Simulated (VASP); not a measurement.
# Se (a cell with a defect) in VASP: single point with PBE

Aim: the single point of Se (a cell with a defect) with PBE.

Everything below comes from runs of VASP 6.6.1. Logs are shortened: lines on timing, memory, paths and dates and some standing lists are left out, and cuts for length are marked.

**1. The structure**

The cell holds a defect, 23 atoms: a = 8.629 Å, b = 8.629 Å, c = 9.807 Å, α = 90.00°, β = 90.00°, γ = 120.00°.

**2. Single point, PBE**

INCAR reads:

```
SYSTEM = Se
PREC     = Accurate       ! precision mode
ENCUT    = 520            ! plane-wave cutoff, eV
EDIFF    = 1E-6           ! SCF threshold, eV
ISMEAR   = -1             ! smearing method
SIGMA    = 0.05           ! smearing width, eV
LREAL    = Auto         
LASPH    = .TRUE.         ! aspherical terms in the spheres
NELM     = 60             ! most SCF steps
ALGO     = Fast           ! electronic algorithm
ISIF     = 2              ! what is computed and relaxed
LWAVE    = .FALSE.        ! write WAVECAR
LCHARG   = .TRUE.         ! write CHGCAR
GGA      = PE             ! functional
LELF     = .TRUE.         ! ELF
LVHAR    = .TRUE.       
NBANDS   = 86             ! bands
```

KPOINTS reads:

```
Automatic mesh
0
G
  2 2 2
  0 0 0
```

POSCAR reads:

```
Se
1.0
    8.6292685600     -0.0000052000      0.0000000000
   -4.3146297800      7.4731683800      0.0000000000
    0.0000000000      0.0000000000      9.8067640000
Se
23
Direct
    0.1094221843      0.0029723094      0.0798170528
    0.0068809950      0.1244952594      0.4188187867
    0.3842926074      0.3840019189      0.2505885734
    0.1180071503     -0.0006157210      0.5848633657
   -0.0080357073      0.1231576637      0.9131412768
    0.3811904652      0.3862055336      0.7457496683
    0.1359920710      0.5002144361      0.0821933718
    0.3684252506      0.8775224352      0.2515139551
   -0.0008090462      0.5957212215      0.4507806041
   -0.0028945693      0.5965679827      0.9024354007
    0.3819686161      0.8758535407      0.7458710131
    0.6061280869     -0.0021382963      0.0849056835
    0.4952283982      0.1180513445      0.4150152894
    0.9009913445      0.4045337307      0.2622199331
    0.6181895310      0.0011510800      0.5799160661
    0.4931875343      0.1112548952      0.9119526074
    0.9045020257      0.4059775652      0.7133567199
    0.6214735592      0.5010212592      0.0825069309
    0.4952098625      0.6156133973      0.4191718084
    0.8829382247      0.8892218472      0.2527668658
    0.6233274738      0.5011776867      0.5823887472
    0.5014128044      0.6178663952      0.9142833457
    0.8781828849      0.8824947106      0.7498003419
```

Potentials or basis: VASP PAW PBE potentials, release 64 (Se).

Command:

```bash
cat potpaw_PBE.64/Se/POTCAR > POTCAR
mpirun -np 1 vasp_std > vasp.out
```

OUTCAR:

```text
SYSTEM = Se
   PREC = Accurate
   ENCUT = 520
   EDIFF = 1E-6
   ISMEAR = -1
   LREAL = Auto
   LASPH = .TRUE.
   NELM = 60
   ISIF = 2
   GGA = PE

 ion  position               nearest neighbor table
   1  0.109  0.003  0.080-  20 2.40   5 2.41
   2  0.007  0.124  0.419-  20 2.40   4 2.40
   3  0.384  0.384  0.251-  19 2.39  18 2.42
   4  0.118  0.999  0.585-   2 2.40  23 2.41
   5  0.992  0.123  0.913-  23 2.41   1 2.41
   6  0.381  0.386  0.746-  22 2.39  21 2.42
   7  0.136  0.500  0.082-  10 2.50  14 2.50
   8  0.368  0.878  0.252-  13 2.41  12 2.41
   9  0.999  0.596  0.451-  14 2.34
  10  0.997  0.597  0.902-  17 2.34   7 2.50
  11  0.382  0.876  0.746-  16 2.40  15 2.40
  12  0.606  0.998  0.085-  16 2.40   8 2.41
  13  0.495  0.118  0.415-   8 2.41  15 2.41
  14  0.901  0.405  0.262-   9 2.34   7 2.50
  15  0.618  0.001  0.580-  11 2.40  13 2.41
  16  0.493  0.111  0.912-  12 2.40  11 2.40
  17  0.905  0.406  0.713-  10 2.34
  18  0.621  0.501  0.083-  22 2.42   3 2.42
  19  0.495  0.616  0.419-   3 2.39  21 2.42
  20  0.883  0.889  0.253-   1 2.40   2 2.40
  21  0.623  0.501  0.582-   6 2.42  19 2.42
  22  0.501  0.618  0.914-   6 2.39  18 2.42
  23  0.878  0.882  0.750-   5 2.41   4 2.41

  LATTYP: Found a hexagonal cell.
 ALAT       =     8.6292685600
 C/A-ratio  =     1.1364536788

  Lattice vectors:

 A1 = (   8.6292685600,  -0.0000052000,   0.0000000000)
 A2 = (  -4.3146297800,   7.4731683800,   0.0000000000)
 A3 = (   0.0000000000,   0.0000000000,   9.8067640000)

Analysis of symmetry for initial positions (statically):
=====================================================================
 Subroutine PRICEL returns:
 Original cell was already a primitive cell.

 Routine SETGRP: Setting up the symmetry group for a
 hexagonal supercell.

 Subroutine GETGRP returns: Found  1 space group operations
 (whereof  1 operations were pure point group operations)
 out of a pool of 24 trial point group operations.

The static configuration has the point symmetry C_1 .

Analysis of symmetry for dynamics (positions and initial velocities):
=====================================================================
 Subroutine PRICEL returns:
 Original cell was already a primitive cell.

 Routine SETGRP: Setting up the symmetry group for a
 hexagonal supercell.

 Subroutine GETGRP returns: Found  1 space group operations
 (whereof  1 operations were pure point group operations)
 out of a pool of 24 trial point group operations.

The dynamic configuration has the point symmetry C_1 .

 Subroutine INISYM returns: Found  1 space group operations
 (whereof  1 operations are pure point group operations),
 and found     1 'primitive' translations

----------------------------------------------------------------------------------------

                                     Primitive cell

  volume of cell :     632.4182

  direct lattice vectors                    reciprocal lattice vectors
     8.629268560 -0.000005200  0.000000000     0.115884717  0.066905980  0.000000000
    -4.314629780  7.473168380  0.000000000     0.000000081  0.133812099  0.000000000
     0.000000000  0.000000000  9.806764000     0.000000000  0.000000000  0.101970436

  length of vectors
     8.629268560  8.629268554  9.806764000     0.133812099  0.133812099  0.101970436

  position of ions in fractional coordinates (direct lattice)
     0.109422184  0.002972309  0.079817053
     0.006880995  0.124495259  0.418818787
     0.384292607  0.384001919  0.250588573
     0.118007150  0.999384279  0.584863366
     0.991964293  0.123157664  0.913141277
     0.381190465  0.386205534  0.745749668
[... 15 lines left out ...]
     0.501412804  0.617866395  0.914283346
     0.878182885  0.882494711  0.749800342

  ion indices of the primitive-cell ions
   primitive index   ion index
                 1           1
                 2           2
                 3           3
                 4           4
                 5           5
                 6           6
[... 15 lines left out ...]
                22          22
                23          23

----------------------------------------------------------------------------------------

 KPOINTS: Automatic mesh

Automatic generation of k-mesh.
 Grid dimensions read from file:
 generate k-points for:    2    2    2

 Generating k-lattice:

  Cartesian coordinates                     Fractional coordinates (reciprocal lattice)
     0.057942359  0.033452990  0.000000000     0.500000000  0.000000000  0.000000000
     0.000000040  0.066906050  0.000000000     0.000000000  0.500000000  0.000000000
     0.000000000  0.000000000  0.050985218     0.000000000  0.000000000  0.500000000

  Length of vectors
     0.066906050  0.066906050  0.050985218

  Shift w.r.t. Gamma in fractional coordinates (k-lattice)
     0.000000000  0.000000000  0.000000000

 Subroutine IBZKPT returns following result:
 ===========================================

 Found      8 irreducible k-points:

 Following reciprocal coordinates:
            Coordinates               Weight
  0.000000  0.000000  0.000000      1.000000
  0.500000  0.000000  0.000000      1.000000
  0.000000  0.500000  0.000000      1.000000
  0.500000  0.500000  0.000000      1.000000
  0.000000  0.000000  0.500000      1.000000
  0.500000  0.000000  0.500000      1.000000
  0.000000  0.500000  0.500000      1.000000
  0.500000  0.500000  0.500000      1.000000
   k-points           NKPTS =      8   k-points in BZ     NKDIM =      8   number of bands    NBANDS=     86
   number of dos      NEDOS =    301   number of ions     NIONS =     23
   total plane-waves  NPLWV = 327680
   dimension x,y,z NGX =    64 NGY =   64 NGZ =   80
   dimension x,y,z NGXF=   128 NGYF=  128 NGZF=  160
   ions per type =              23
   NGX,Y,Z   is equivalent  to a cutoff of  12.33, 12.33, 13.56 a.u.
   NGXF,Y,Z  is equivalent  to a cutoff of  24.66, 24.66, 27.12 a.u.
 SYSTEM =  Se
   PREC   = accura    normal or accurate (medium, high low for compatibility)
   ISTART =      0    job   : 0-new  1-cont  2-samecut
   ICHARG =      2    charge: 1-file 2-atom 10-const
   ISPIN  =      1    spin polarized calculation?
   LNONCOLLINEAR =      F non collinear calculations
   LSORBIT =      F    spin-orbit coupling
   LASPH  =      T    aspherical Exc in radial PAW
   ENCUT  =  520.0 eV  38.22 Ry    6.18 a.u.  16.04 16.04 18.23*2*pi/ulx,y,z
   NELM   =     60;   NELMIN=  2; NELMDL= -5     # of ELM steps
   EDIFF  = 0.1E-05   stopping-criterion for ELM
   LREAL  =      T    real-space projection
   EDIFFG = 0.1E-04   stopping-criterion for IOM
   NSW    =      0    number of steps for IOM
   IBRION =     -1    ionic relax: 0-MD 1-quasi-New 2-CG
   NFREE  =      0    steps in history (QN), initial steepest desc. (CG)
   ISIF   =      2    stress and relaxation
   ISYM   =      2    0-nonsym 1-usesym 2-fastsym
   POTIM  = 0.5000    time-step for ionic-motion
   TEBEG  =    0.0;   TEEND  =   0.0 temperature during run
   PSTRESS=    0.0 pullay stress
   NELECT =     138.0000    total number of electrons
   NUPDOWN=      -1.0000    fix difference up-down
   EMIN   =  10.00;   EMAX   =-10.00  energy-range for DOS
   EFERMI =   0.00;   METHOD = LEGACY
   ISMEAR =    -1;   SIGMA  =   0.05  broadening in eV -4-tet -1-fermi 0-gaus
   EFERMI_NEDOS =   21; number of points for ismear=-14 and -15
   IALGO  =     68    algorithm
   IMIX   =      4    mixing-type and parameters
     AMIX     =   0.40;   BMIX     =  1.00
     AMIX_MAG =   1.60;   BMIX_MAG =  1.00
  volume/ion in A,a.u.               =      27.50       185.56
  Fermi-wavevector in a.u.,A,eV,Ry     =   0.985598  1.862510 13.216742  0.971403
  Thomas-Fermi vector in A             =   2.116917
   LORBIT       =      0    0 simple, 1 ext, 2 COOP (PROOUT), +10 PAW based schemes
   GGA     = PE    functional components
   LHFCALC =     F    Hartree Fock is set to
   AEXX    =    0.0000 exact exchange contribution
   IVDW    =     0    specifies the selected vdW correction
   LEPSILON=     F    determine dielectric tensor
   LRPA    =     F    only Hartree local field effects (RPA)
 non-spin polarized calculation
 RMM-DIIS sequential band-by-band and
  energy-cutoff  :      520.00
  volume of cell :      632.42
 maximum number of plane-waves:     17056
   NGX = 33   NGY = 33   NGZ = 37

 number of electron     138.0000000 magnetization

 Free energy of the ion-electron system (eV)
  ---------------------------------------------------
  ext. energy  EPLUGINS =         0.00000000
  ---------------------------------------------------
  free energy    TOTEN  =       -79.28332457 eV

  energy without entropy =      -79.24983233  energy(sigma->0) =      -79.26657845

 E-fermi :   2.6089     XC(G=0):  -8.8311

 val. band max:        2.5889392127   @ k =   0.0000   0.0000   0.0000
 cond. band min:       2.6204932885   @ k =   0.0000   0.0000   0.5000
 fundamental gap:      0.0315540759
 Fermi energy:         2.6088652323

 k-point     1 :       0.0000    0.0000    0.0000
  band No.  band energies     occupation
      1     -13.1023      2.00000
      2     -12.6197      2.00000
      3     -12.5779      2.00000
      4     -12.1834      2.00000
      5     -11.9925      2.00000
      6     -11.9307      2.00000
[... 73 lines left out ...]
     80       4.5890      0.00000
     81       4.6364      0.00000

 k-point     2 :       0.5000    0.0000    0.0000
  band No.  band energies     occupation
      1     -12.9170      2.00000
      2     -12.8174      2.00000
      3     -12.5941      2.00000
      4     -12.2341      2.00000
      5     -11.8665      2.00000
      6     -11.7879      2.00000
[... 73 lines left out ...]
     80       4.8660      0.00000
     81       4.9266      0.00000

 k-point     3 :       0.0000    0.5000    0.0000
  band No.  band energies     occupation
      1     -12.9369      2.00000
      2     -12.7775      2.00000
      3     -12.6263      2.00000
      4     -12.2112      2.00000
      5     -11.8655      2.00000
      6     -11.8091      2.00000
[... 73 lines left out ...]
     80       4.8036      0.00000
     81       4.9777      0.00000

 k-point     4 :       0.5000    0.5000    0.0000
  band No.  band energies     occupation
      1     -12.9140      2.00000
      2     -12.8223      2.00000
      3     -12.5917      2.00000
      4     -12.2347      2.00000
      5     -11.8642      2.00000
      6     -11.7916      2.00000
[... 73 lines left out ...]
     80       4.8630      0.00000
     81       4.9280      0.00000

 k-point     5 :       0.0000    0.0000    0.5000
  band No.  band energies     occupation
      1     -12.8249      2.00000
      2     -12.7993      2.00000
      3     -12.3657      2.00000
      4     -12.3618      2.00000
      5     -12.3165      2.00000
      6     -12.2890      2.00000
[... 73 lines left out ...]
     80       4.5161      0.00000
     81       4.6219      0.00000

 k-point     6 :       0.5000    0.0000    0.5000
  band No.  band energies     occupation
      1     -12.6564      2.00000
      2     -12.6194      2.00000
      3     -12.5689      2.00000
      4     -12.5105      2.00000
      5     -12.3476      2.00000
      6     -12.3062      2.00000
[... 73 lines left out ...]
     80       4.6602      0.00000
     81       4.9020      0.00000

 k-point     7 :       0.0000    0.5000    0.5000
  band No.  band energies     occupation
      1     -12.6685      2.00000
      2     -12.6472      2.00000
      3     -12.5400      2.00000
      4     -12.4571      2.00000
      5     -12.3614      2.00000
      6     -12.3520      2.00000
[... 73 lines left out ...]
     80       4.7171      0.00000
     81       4.8995      0.00000

 k-point     8 :       0.5000    0.5000    0.5000
  band No.  band energies     occupation
      1     -12.6522      2.00000
      2     -12.6180      2.00000
      3     -12.5742      2.00000
      4     -12.5148      2.00000
      5     -12.3441      2.00000
      6     -12.3047      2.00000
[... 73 lines left out ...]
     80       4.6587      0.00000
     81       4.9053      0.00000
 [bands above 81 left out]

------------------------ aborting loop because EDIFF is reached ----------------------------------------

  FORCE on cell =-STRESS in cart. coord.  units (eV):
  Direction    XX          YY          ZZ          XY          YZ          ZX
  --------------------------------------------------------------------------------------
  -------------------------------------------------------------------------------------
  Total        3.4499993      3.1991157      5.1073901      0.0111105      0.3973776     -0.0023176
  in kB        8.7402783      8.1046863     12.9391363      0.0281475      1.0067222     -0.0058714
  external PRESSURE =       9.9280336 kB  Pullay stress =       0.0000000 kB

 VOLUME and BASIS-vectors are now :
 -----------------------------------------------------------------------------
  energy-cutoff  :      520.00
  volume of cell :      632.42
      direct lattice vectors                 reciprocal lattice vectors
     8.629268560 -0.000005200  0.000000000     0.115884717  0.066905980  0.000000000
    -4.314629780  7.473168380  0.000000000     0.000000081  0.133812099  0.000000000
     0.000000000  0.000000000  9.806764000     0.000000000  0.000000000  0.101970436

 POSITION                                       TOTAL-FORCE (eV/Angst)
 -----------------------------------------------------------------------------------
      0.93141      0.02221      0.78275         0.020808      0.004819      0.006310
     -0.47777      0.93037      4.10726        -0.012952      0.029469      0.007582
      1.65934      2.86971      2.45746        -0.003684     -0.012557      0.002175
     -3.29366      7.46857      5.73562         0.027132      0.004598     -0.005579
      8.02855      0.92037      8.95496        -0.016596      0.024778      0.005713
      1.62306      2.88618      7.31339        -0.019841     -0.019299     -0.004885
[... 15 lines left out ...]
      1.66096      4.61742      8.96616        -0.016445      0.017038      0.009221
      3.77044      6.59503      7.35312        -0.018388     -0.034055      0.004787
 -----------------------------------------------------------------------------------
    total drift:                                0.013060     -0.005740      0.004615

  FREE ENERGIE OF THE ION-ELECTRON SYSTEM (eV)
  ---------------------------------------------------
  free  energy   TOTEN  =       -79.2833245705 eV

  energy  without entropy=      -79.2498323327  energy(sigma->0) =      -79.26657845
```

It took 12 min on 1 thread of Intel Xeon 6975P-C (Granite Rapids), shared host; peak memory 0.75 GiB.

What came out:

* Free energy: -79.2833 eV
* Pressure: 1.0 GPa
* Largest force: 0.039 eV/Å
* Band gap on the k mesh: 0.03 eV, indirect (least direct gap 0.34 eV)

Forces in eV/Å, atoms in the order of the input:
```
Se   0.021  0.005  0.006
Se  -0.013  0.029  0.008
Se  -0.004 -0.013  0.002
Se   0.027  0.005 -0.006
Se  -0.017  0.025  0.006
Se  -0.020 -0.019 -0.005
Se   0.016  0.006  0.007
Se  -0.012 -0.026  0.008
Se   0.007  0.011  0.018
Se  -0.012  0.013  0.001
Se  -0.013 -0.026 -0.001
Se   0.021  0.003 -0.001
Se  -0.009  0.032 -0.009
Se  -0.007 -0.020 -0.017
Se   0.029 -0.001 -0.002
Se  -0.007  0.027 -0.006
Se   0.003 -0.009 -0.017
Se   0.028 -0.008 -0.002
Se  -0.014  0.015  0.000
Se  -0.015 -0.024  0.003
Se   0.025 -0.008 -0.008
Se  -0.016  0.017  0.009
Se  -0.018 -0.034  0.005
```

Stress tensor (GPa, compression positive):
```
0.87 0.00 0.00
0.00 0.81 0.10
0.00 0.10 1.29
```

Levels at points of the mesh, in eV from the valence-band top:
| k point | band 66 | band 67 | band 68 | band 69 | band 70 | band 71 | band 72 | band 73 |
| --- | --- | --- | --- | --- | --- | --- | --- | --- |
| (0.00, 0.00, 0.00) | -0.54 | -0.43 | -0.07 | 0.00 | 0.63 | 1.05 | 1.16 | 1.21 |
| (0.50, 0.00, 0.00) | -0.74 | -0.69 | -0.60 | -0.29 | 0.39 | 1.34 | 1.38 | 1.53 |
| (0.00, 0.50, 0.00) | -0.68 | -0.56 | -0.50 | -0.43 | 0.47 | 1.31 | 1.40 | 1.45 |
| (0.50, 0.50, 0.00) | -0.74 | -0.69 | -0.60 | -0.29 | 0.39 | 1.34 | 1.38 | 1.53 |
| (0.00, 0.00, 0.50) | -0.75 | -0.75 | -0.61 | -0.46 | 0.03 | 1.24 | 1.25 | 1.51 |
| (0.50, 0.00, 0.50) | -0.55 | -0.35 | -0.28 | -0.23 | 0.16 | 1.39 | 1.52 | 1.69 |
| (0.00, 0.50, 0.50) | -0.55 | -0.50 | -0.33 | -0.18 | 0.17 | 1.32 | 1.51 | 1.62 |
| (0.50, 0.50, 0.50) | -0.54 | -0.35 | -0.29 | -0.22 | 0.16 | 1.39 | 1.52 | 1.69 |

Caveat: the k mesh is coarse (spacing up to 0.42 Å⁻¹), so the values aren't converged.
